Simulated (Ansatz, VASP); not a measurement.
## One calculation of NaH, two programs

Contents of INCAR:

```
PREC = Accurate ; ENCUT = 520
EDIFF = 1E-8 ; ISMEAR = -1
SIGMA = 0.02 ; LREAL = False
LASPH = True ; NELM = 80
ALGO = Normal ; ISIF = 2
LWAVE = False ; LCHARG = False
GGA = PS ; LEFG = True
NBANDS = 11
```

File KPOINTS:

```
Automatic mesh
0
Gamma
  11 11 11
```

The input POSCAR:

```
NaH
1.0
    0.0000000000      2.4178255516      2.4178255516
    2.4178255516      0.0000000000      2.4178255516
    2.4178255516      2.4178255516      0.0000000000
Na H
1 1
Direct
    0.0000000000      0.0000000000      0.0000000000
    0.5000000000      0.5000000000      0.5000000000
```

Input for Ansatz:

```yaml
crystal:
  lattice:
    - [0.0, 2.4178255516, 2.4178255516]
    - [2.4178255516, 0.0, 2.4178255516]
    - [2.4178255516, 2.4178255516, 0.0]
  atoms:
    - { symbol: Na, position: [0.0, 0.0, 0.0] }
    - { symbol: H, position: [0.5, 0.5, 0.5] }
kpoints:
  mp_grid: { grid: [11, 11, 11] }
scf:
  occupations: { method: fermi_dirac, width: 0.02 }
hamiltonian:
  xc: pbesol
  pseudopotentials: { kind: paw }
output:
  forces: true
  stress: true
  eigenvalues: true
  efg: { contact_densities: true }
```

Change from the starting cell: volume scaled by 1.04, PAW files.

Alike in both runs: task electric field gradients; functional PBEsol; k mesh 11 × 11 × 11; occupations fermi-dirac, width 0.02 eV; no spin polarisation.

|  | VASP | Ansatz |
| --- | --- | --- |
| version | VASP 6.6.1 | Ansatz 0.2.0 |
| potentials or method | VASP PAW PBE potentials, release 64 (Na_pv, H) | PAW with Ansatz's default frozen-core files, scalar-relativistic |
| plane-wave cutoff (eV) | 520 | 420 |
| valence electrons in the cell | 8 | 10 |

```csv
,VASP,Ansatz,Ansatz less VASP
gap on the k mesh at the Fermi level (eV),3.76,3.77,+0.002
pressure (GPa),-0.6,-0.6,+0.01
Vzz of the field gradient on the site that differs most (V/Å²),0.0,0.0,0.00
```

The two sets of potentials don't hold the same shells in valence.

Caveats: the PAW data sets were made with another functional, which shifts forces and pressure a little (VASP); an odd mesh through Γ misses points on the zone boundary, where band edges often lie.
